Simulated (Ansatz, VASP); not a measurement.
One calculation of Ag, two programs

```
Ag
1.0
    -1.73844    1.73844    1.73844
     1.73844   -1.73844    1.73844
     1.73844    1.73844   -1.73844
Ag
1
Cartesian
  0.0000 0.0000 0.0000
```

Change from the starting cell: strain +0.050 along x and y, +0.050 along z, atoms carried along.

Alike in both runs: task single point; functional PBEsol; k mesh 20 × 20 × 20; occupations gaussian, width 0.15 eV; no spin polarisation.

```csv
,VASP,Ansatz
version,VASP 6.6.1,Ansatz 0.2.0
potentials or method,"VASP PAW PBE potentials, release 64 (Ag)","scalar-relativistic, plane waves, PAW"
plane-wave cutoff (eV),520,420
valence electrons in the cell,11,19
```

```tsv
	VASP	Ansatz	Ansatz less VASP
gap on the k mesh at the Fermi level (eV)	none	none	-
pressure (GPa)	-13.6	-13.6	+0.03
```

A gap of «none» marks a metal or a gap that the smearing closes. The two sets of potentials don't hold the same shells in valence.

Caveats: the PAW data sets were made with another functional, which shifts forces and pressure a little (VASP).
